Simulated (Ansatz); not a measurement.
# Si5O12: the cost of one run

Method: DFT PBE, scalar-relativistic, plane waves, PAW, in Ansatz 0.2.0.

**1. The starting structure**

The structure is tetragonal, space group I-42d (No. 122). The conventional cell has a = 5.027 Å, b = 5.027 Å, c = 7.379 Å, α = 90.00°, β = 90.00°, γ = 90.00°. Si (site symmetry -4) is surrounded by 4 O at 1.63 Å. O (site symmetry 2) is surrounded by 2 Si at 1.63 Å.

Coordinates:

```cif
data_structure
_symmetry_space_group_name_H-M 'P 1'
_symmetry_Int_Tables_number 1
_cell_length_a 5.1231
_cell_length_b 5.1231
_cell_length_c 5.1231
_cell_angle_alpha 121.240
_cell_angle_beta 121.240
_cell_angle_gamma 87.865
_cell_volume 93.22
loop_
_atom_site_label
_atom_site_type_symbol
_atom_site_fract_x
_atom_site_fract_y
_atom_site_fract_z
_atom_site_occupancy
Si1 Si 0.00000 0.00000 0.00000 1
Si2 Si 0.75000 0.25000 0.50000 1
O1 O 0.96701 0.62500 0.84201 1
O2 O 0.37500 0.21701 0.34201 1
O3 O 0.78299 0.12500 0.15799 1
O4 O 0.87500 0.03299 0.65799 1
```

It is the result of an earlier relaxation at this level (volume 15.54 Å³/atom; gap on the mesh: 5.73 eV).

The bulk reference comes from a run made before at the same settings: -591.3682 eV/atom.

**2. The (001) slab**

Miller indices refer to the conventional cell of the relaxed bulk, I-42d (No. 122): a = 5.027 Å, b = 5.027 Å, c = 7.379 Å, α = 90.00°, β = 90.00°, γ = 90.00°.

The slab is a (001) slab, 9.2 Å thick as cut, with 15 Å of vacuum; its outer planes are O (top) and O (bottom).

The slab as cut. Layers, bottom to top:

```
plane  atoms per cell  height over the lowest (Å)
    1              O2                        0.00
    2              Si                        0.92
    3              O2                        1.84
    4              Si                        2.77
    5              O2                        3.69
    6              Si                        4.61
    7              O2                        5.53
    8              Si                        6.46
    9              O2                        7.38
   10              Si                        8.30
   11              O2                        9.22
```

**3. The slab as cut, atoms at the bulk's places**

The cell repeats along c, and a dipole correction in the vacuum removes the field between the copies.

Input file input.yaml:

```yaml
crystal:
  lattice:
    - [5.0267385392, 0.0, 0.0]
    - [0.0, 5.0267385392, 0.0]
    - [0.0, 0.0, 24.2234766763]
  atoms:
    - { symbol: O, position: [0.75, 0.0920112602, 0.3096169926] }
    - { symbol: O, position: [0.25, 0.9079887398, 0.3096169926] }
    - { symbol: Si, position: [0.5, 0.0, 0.3476935941] }
    - { symbol: O, position: [0.4079887398, 0.25, 0.3857701956] }
    - { symbol: O, position: [0.5920112602, 0.75, 0.3857701956] }
    - { symbol: Si, position: [0.5, 0.5, 0.4238467971] }
    - { symbol: O, position: [0.25, 0.5920112602, 0.4619233985] }
    - { symbol: O, position: [0.75, 0.4079887398, 0.4619233985] }
    - { symbol: Si, position: [0.0, 0.5, 0.5] }
    - { symbol: O, position: [0.9079887398, 0.75, 0.5380766015] }
    - { symbol: O, position: [0.0920112602, 0.25, 0.5380766015] }
    - { symbol: Si, position: [0.0, 0.0, 0.5761532029] }
    - { symbol: O, position: [0.75, 0.0920112602, 0.6142298044] }
    - { symbol: O, position: [0.25, 0.9079887398, 0.6142298044] }
    - { symbol: Si, position: [0.5, 0.0, 0.6523064059] }
    - { symbol: O, position: [0.4079887398, 0.25, 0.6903830074] }
    - { symbol: O, position: [0.5920112602, 0.75, 0.6903830074] }
basis:
  ecutwfc: 420
kpoints:
  mp_grid: { grid: [5, 5, 1] }
hamiltonian:
  xc: pbe
scf:
  occupations: { method: gaussian, width: 0.05 }
output:
  forces: true
  stress: true
  eigenvalues: true
efield:
  axis: 3
  dipole_correction: true
  ramp_width: 0.04
```

On the command line:

```console
> ansatz run input.yaml --threads 2 --pin off --max-ram 5120MiB --backend cpu --events-out ev --progress --plain --runs-dir out
```

Q: Estimate wall time and peak memory on 2 threads of Arm Neoverse V2, shared host.

About 27 s, with a peak of 0.95 GiB.
